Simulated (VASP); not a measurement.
Runs of VASP 6.6.1 on InP. Symmetry: F-43m, No. 216, cubic system. The conventional cell has a = 5.861 Å, b = 5.861 Å, c = 5.861 Å, α = 90.00°, β = 90.00°, γ = 90.00°. Around In (site symmetry -43m) lie 4 P at 2.54 Å. P (site symmetry -43m) has 4 In at 2.54 Å as nearest neighbours. 

```tsv
level	potentials or basis	spin	k mesh	cutoff (eV)	grid for exact exchange (PRECFOCK)	screening parameter	mesh quality	gap on the mesh (eV)	pressure (GPa)
PBEsol	VASP PAW PBE potentials, release 64 (In_d, P)	SOC, no magnetisation	7 × 7 × 7	520	-	-	not flagged	-	0.5
LDA	VASP PAW LDA potentials, release 64 (In_d, P)	off	4 × 4 × 4	300	-	-	coarse	(c)	-1.3
r2SCAN	VASP PAW PBE potentials, release 64 (In_d, P)	off	7 × 7 × 7	520	-	-	not flagged	1.17	1.5
LDA	VASP PAW LDA potentials, release 64 (In_d, P)	off	7 × 7 × 7	520	-	-	not flagged	0.51	(b)
HSE06	VASP PAW PBE potentials, release 64 (In_d, P)	off	5 × 5 × 5	520	Fast	0.2 1/A	not flagged	(a)	1.4
```

Alike in all rows: task single point; cell as given; smearing fermi-dirac 0.02 eV.

Task: Estimate the missing entries.

Result: (a) 1.53; (b) -1.2; (c) 0.49.

Caveats: some runs use coarse meshes; spin-orbit coupling is left out, which moves the levels of the heavy elements (some runs); the PAW data sets were made with another functional, which shifts forces and pressure a little (some runs); the cutoff is under 1.25 times the usual one of these potentials, so pressure, stress and relaxed cells hold a basis-set (Pulay) error (some runs).

A k mesh can miss the band edges, and rows without SOC leave out spin-orbit coupling on In.

Runs at the PBE level aren't shown here.
